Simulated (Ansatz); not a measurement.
A run of Ansatz 0.2.0 is set up as follows.

Contents of input.yaml:

```yaml
crystal:
  lattice:
    - [-1.66395, 1.66395, 1.66395]
    - [1.66395, -1.66395, 1.66395]
    - [1.66395, 1.66395, -1.66395]
  atoms:
    - { symbol: Nb, position: [0.0, 0.0, 0.0] }
hamiltonian:
  xc: pbesol
  pseudopotentials: { kind: paw }
kpoints:
  mp_grid: { grid: [11, 11, 11] }
  band_path:
    path:
      - [[0.0, 0.0, 0.0], [0.5, -0.5, 0.5], [0.0, 0.0, 0.5], [0.0, 0.0, 0.0], [0.25, 0.25, 0.25], [0.5, -0.5, 0.5]]
      - [[0.25, 0.25, 0.25], [0.0, 0.0, 0.5]]
    npoints: 14
scf:
  occupations: { method: fermi_dirac, width: 0.05 }
  n_extra_bands: 6
output:
  forces: true
  stress: true
  eigenvalues: true
  fatbands: true
  write_density: true
  write_potential: true
  elf: true
  volumetric_format: npy
```

Potentials or basis: Ansatz PAW.

Run with:

```bash
$ ansatz run input.yaml --threads 2 --pin off --max-ram 5632MiB --backend cpu --events-out ev --progress --plain --runs-dir out
```

(1) Estimate the pressure.

(2) Predict the band gap on the k mesh.

Answers

(1) -7.8 GPa.

(2) none (metal or under the smearing width).

Caveat: the PAW data sets come from PBE, with cores solved anew for the run's functional, which leaves a small shift of forces and pressure.
